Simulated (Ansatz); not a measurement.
The system is InAs.

```xyz
2
Lattice="0.0000 2.8773 2.8773 2.8773 0.0000 2.8773 2.8773 2.8773 0.0000" Properties=species:S:1:pos:R:3 pbc="T T T"
In    2.8773    2.8773    2.8773
As    0.0000    0.0000    0.0000
```

Measurements of this composition are mostly on another form, of space group No. 216.

```yaml
Program: Ansatz 0.2.0
Task: relaxation of cell and atoms
Functional: HSE06
Potentials_or_basis: Ansatz PAW
Cutoff: "420 eV (not typed: the program's choice for these potentials)"
k_mesh: 4 × 4 × 4
Occupations: fermi-dirac, width 0.05 eV
Spin: no spin polarisation
```

At the start: volume 23.82 Å³/atom.

Question: Where does the relaxation end?

Answer: It ends after 6 steps and the volume is 23.11 Å³/atom (-3.0 %); space group Fm-3m (No. 225, to 0.05 Å).

Step by step:
```csv
step,energy change (eV),largest force (eV/Å),volume (Å³)
1,0.0000,0.0000,47.64
2,-0.0061,0.0000,45.17
3,-0.0091,0.0000,45.95
4,-0.0093,0.0000,46.27
5,-0.0094,0.0000,46.22
6,-0.0089,0.0000,46.22
```

Final structure:
```
In As
1.0
     0.00000    2.84836    2.84836
     2.84836    0.00000    2.84836
     2.84836    2.84836    0.00000
In As
1 1
Cartesian
  2.8484 2.8484 2.8484
  0.0000 0.0000 0.0000
```

Caveat: the k mesh is coarse (spacing up to 0.47 Å⁻¹), so the values aren't converged, least of all with exact exchange; the plane-wave basis is chosen anew once the cell has moved, so the energies of steps on either side of that aren't comparable; the PAW data sets come from PBE, with cores solved anew for the run's functional, which leaves a small shift of forces and pressure.
